**Q:** In this calculation, lengthening every bond in zinc sulphide by nearly 7 % from its natural length takes roughly 10 GPa of tension and costs about 0.15 eV per atom. Those sizes I can remember, but the way there puzzles me. Between the first two cells the tension grows by 3.6 GPa for each added Å³ per atom, between the last two by only 1.7 GPa. Yet the energy climbs ever more steeply. Is the crystal getting stiffer or softer?

Ansatz 0.2.0; functional PBEsol, dispersion none, spin none, wave cutoff 420 eV, k mesh 6x6x6, occupations gaussian, smearing width 0.1 eV.

```tsv
volume (Å³/atom)	shortest distance (Å)	energy over elements (eV/atom)	pressure (GPa)
19.545	2.333	-0.819	-1.290
19.727	2.340	-0.817	-1.950
19.762	2.341	-0.817	-2.080
21.146	2.395	-0.780	-6.100
21.287	2.400	-0.775	-6.430
23.292	2.473	-0.671	-9.880
```

**A:** Softer. A negative pressure means that the cell pulls inward, and the slope of the energy against volume is exactly this tension. The tension still grows, so the energy curve gets steeper. It grows more slowly, though, and that is the softening.

**Q:** But the atoms feel no force in any of these cells. Where does the pull come from?

**A:** Each atom sits at the centre of a regular tetrahedron of four neighbours, and their pulls cancel by symmetry at any volume. The cell still feels every one of them. So zero forces don't mean that a cell is at rest, and none of the six is. The unstrained crystal lies just below the first row, near 19.2 Å³ per atom if the curve continues smoothly.

**Q:** Can I get the pull of one bond out of the pressure?

**A:** Yes, because symmetry leaves only one length to change, the shortest distance $d$ between Zn and S. There are two bonds per atom, so stretching them by $\mathrm{d}d$ against a pull $F$ costs $2F\,\mathrm{d}d$ per atom. The volume per atom $V$ scales as $d^3$ and grows by $(3V/d)\,\mathrm{d}d$. Dividing the two gives the pressure

$$P=-\frac{2F}{3V/d}.$$

You can read $3V/d$ as the area over which the pull of two bonds is spread. Everything the crystal does is booked on its nearest bonds here, so $F$ also contains forces of longer range.

**Q:** Then the area alone might explain the flattening. It grows as $d^2$, so the same pull gives less pressure.

**A:** It contributes, but look at the pull itself. If a bond were an ideal spring, each further bit of length would add the same pull. From the first to the third cell the pull rises by 7.3 eV/Å for each ångström of stretch, between the last two by only 4.6. These values need no fitted curve, only the volumes and pressures of the table; the printed distances are too coarse for such short steps. So the bond, with all the forces booked on it, is losing stiffness.

**Q:** Why should a bond get weaker in that sense, when it pulls harder than before?

**A:** At the natural length two forces balance. The electron clouds of the ions overlap and repel each other, by the Pauli principle, and this repulsion dies off quickly with distance. The attraction, partly electrostatic and partly covalent, fades more slowly. When you stretch the bond, the repulsion gives way first and a net pull appears. But it was the steep repulsion that supplied the stiffness, so the stiffness goes with it.

This is an interpretation, not a result of the runs. The calculation gives only the sum of the two forces and does not separate them. The same picture tells you what happens on the other side: squeeze the crystal, and the repulsion steepens, so it gets stiffer.

**Q:** Is there a formula simple enough to use on paper?

**A:** Take a spring whose pull is damped as it stretches:

$$F=k\,x\,e^{-s x},\qquad x=d-d_0 .$$

Here $d_0$ is the natural length, $k$ the initial stiffness and $s$ the rate of damping. Fitted to the pulls in all six cells, they come out as $d_0=2.32$ Å, $k=7.9$ eV/Å² and $s=2.1$ Å⁻¹. A handy rule follows: every 0.05 Å of stretch takes about a tenth off the pull that an ideal spring would give.

**Q:** Let me try the largest cell. The stretch is $x=2.473-2.32=0.153$ Å. An ideal spring would pull with $7.9\times0.153=1.21$ eV/Å. The damping factor is $e^{-2.1\times0.153}=0.73$, so I get $F=0.88$ eV/Å.

**A:** Now spread it over the area, $3\times23.292/2.473=28.3$ Å². One eV/Å³ is about 160 GPa, so

$$P\approx-\frac{2\times0.88}{28.3}\times160\ \mathrm{GPa}\approx-10\ \mathrm{GPa}.$$

The table has -9.9 GPa. This cell was part of the fit, so the agreement shows that the formula describes the curve; it is no forecast.

**Q:** And how much of the flattening is area, how much is bond?

**A:** Keep both the initial stiffness and the initial area, and the largest cell would be under 15.6 GPa of tension. Letting the area grow lowers this by 12 %, to 13.7 GPa. The weakening of the bond takes off 28 % of what is left and brings it to the computed value. So the bond matters more than the geometry. If you estimate the tension of such a uniform stretch from the stiffness at rest, you get more than one and a half times the computed value.

**Q:** With three constants for six cells, would a plain spring not have done nearly as well?

**A:** No, and the way it fails is telling. The best straight line for the pull gives too much tension in the three smallest cells and in the largest, and about 0.4 GPa too little in the two between. That is what happens when you lay a ruler across a bent curve. The damped spring follows the bend, but the six cells lie in only three groups, which makes this a mild test for three constants. Two cells of the first group even nearly coincide.

**Q:** That close pair bothered me. The cells at 19.727 and 19.762 Å³ have the same printed energy but different pressures.

**A:** They are so close that the energy gained between them is lost in the last printed digit, while the pressure still resolves the step. The pair at 21.146 and 21.287 Å³ can mislead you in another way. The tension seems almost to stall there, but only because the step in volume is small. Divide by that step, and the rate lies between those of the neighbouring intervals.

**Q:** Is there a check that didn't go into the fit?

**A:** The energy. The area under the tension curve is the work of stretching, and from the first to the last cell the fitted curve gives 148.4 meV per atom. The total energies, which the fit never saw, rise by 148.5 meV. Stress is by definition the slope of this same energy, so agreement is expected. It shows that the two were computed consistently and that the fitted curve runs well between the cells; the output below gives the comparison cell by cell. What this cannot test is the coarse k mesh, which both share, so the initial stiffness may still shift on a finer one.

The analysis program printed:

```
fit of pull on 6 rows: coefficient of q 5.551 +/- 0.27, constant 0.05287 +/- 0.021; rms 0.0269, worst 21.287 -0.0362, leave-one-out rms 0.0618
fit of pull on 6 rows: coefficient of q*exp(-s*q) 7.86 +/- 0.0024, coefficient of exp(-s*q) 0.003558 +/- 0.00016, s 2.133; rms 0.000166, worst 19.762 -0.000324, leave-one-out rms 0.000615
bond stiffness from first to third cell (eV/Å²): 7.344
bond stiffness from third to fourth cell (eV/Å²): 6.362
bond stiffness from fifth to sixth cell (eV/Å²): 4.613
extrapolated volume without stress (Å³/atom): 19.21
extrapolated bond length without stress (Å): 2.32
bulk modulus there (GPa): 78.44
pressure of last cell with constant stiffness and constant area (GPa): -15.59
pressure of last cell with constant stiffness and growing area (GPa): -13.71
computed pressure of last cell (GPa): -9.88
smallest band gap in the series (eV): 1.301
pull and work:
     row  bond length Å  pull per bond eV/Å  harmonic pressure GPa  curve pressure GPa  work meV/atom  energy rise meV/atom
  19.545          2.333              0.1012                 -1.579              -1.291              0                     0
  19.727           2.34              0.1539                 -2.077              -1.953          1.846                  1.86
  19.762          2.341              0.1644                 -2.172              -2.076          2.286                  2.26
  21.146          2.395              0.5043                 -5.664              -6.101          38.73                 38.77
  21.287            2.4              0.5339                 -5.994              -6.429          44.24                  44.3
  23.292          2.473              0.8711                 -10.25               -9.88          148.4                 148.5
```
